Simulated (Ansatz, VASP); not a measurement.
## MgS in VASP and in Ansatz

INCAR

```
SYSTEM = MgS
  PREC = Accurate
  ENCUT = 520
  EDIFF = 1E-6
  ISMEAR = -1
  SIGMA = 0.02
  LREAL = .FALSE.
  LASPH = .TRUE.
  NELM = 100
  ALGO = Fast
  ISIF = 2
  LWAVE = .FALSE.
  LCHARG = .TRUE.
  GGA = PE
  LELF = .TRUE.
  LVHAR = .TRUE.
  NBANDS = 16
```

Contents of KPOINTS:

```
regular mesh
0
G
  12 12 4
  0 0 0
```

The input POSCAR:

```
MgS
1.0
    3.7398515668      0.0000000000      0.0000000000
   -1.8699257834      3.1570391493      0.0000000000
    0.0000000000      0.0000000000      6.1473560943
Mg S
2 2
Direct
    0.0000000000      0.0000000000      0.0000000000
    0.0000000000      0.0000000000      0.5000000000
    0.3333333333      0.6666666667      0.2500000000
    0.6666666666      0.3333333333      0.7500000000
```

Input for Ansatz:

```yaml
crystal:
  lattice:
    - [3.7398515668, 0.0, 0.0]
    - [-1.8699257834, 3.1570391493, 0.0]
    - [0.0, 0.0, 6.1473560943]
  atoms:
    - { symbol: Mg, position: [0.0, 0.0, 0.0] }
    - { symbol: Mg, position: [0.0, 0.0, 0.5] }
    - { symbol: S, position: [0.3333333333, 0.6666666667, 0.25] }
    - { symbol: S, position: [0.6666666666, 0.3333333333, 0.75] }
kpoints:
  mp_grid: { grid: [12, 12, 4] }
  band_path:
    path:
      - [0.0, 0.0, 0.0]
      - [0.5, 0.0, 0.0]
      - [0.3333333333, 0.3333333333, 0.0]
      - [0.0, 0.0, 0.5]
      - [0.5, 0.0, 0.5]
      - [0.3333333333, 0.3333333333, 0.5]
    npoints: 1
hamiltonian:
  xc: pbe
scf:
  occupations: { method: fermi_dirac, width: 0.02 }
  n_extra_bands: 5
output:
  forces: true
  stress: true
  eigenvalues: true
```

Change from the starting cell: uniaxial_x strain +2.6%.

Alike in both runs: task single point; functional PBE; k mesh 12 × 12 × 4; occupations fermi-dirac, width 0.02 eV; no spin polarisation.

|  | VASP | Ansatz |
| --- | --- | --- |
| version | VASP 6.6.1 | Ansatz 0.2.0 |
| potentials or method | VASP PAW PBE potentials, release 64 (Mg, S) | plane waves, PAW |
| plane-wave cutoff (eV) | 520 | 420 |
| valence electrons in the cell | 16 | 32 |

|  | VASP | Ansatz | Ansatz less VASP |
| --- | --- | --- | --- |
| gap on the k mesh at the Fermi level (eV) | 3.31 | 3.33 | +0.012 |
| pressure (GPa) | -0.9 | -0.6 | +0.28 |
| largest component of the traceless stress (GPa) | 1.55 | 1.57 | +0.020 |

The two sets of potentials don't hold the same shells in valence.

A k mesh can miss the band edges.
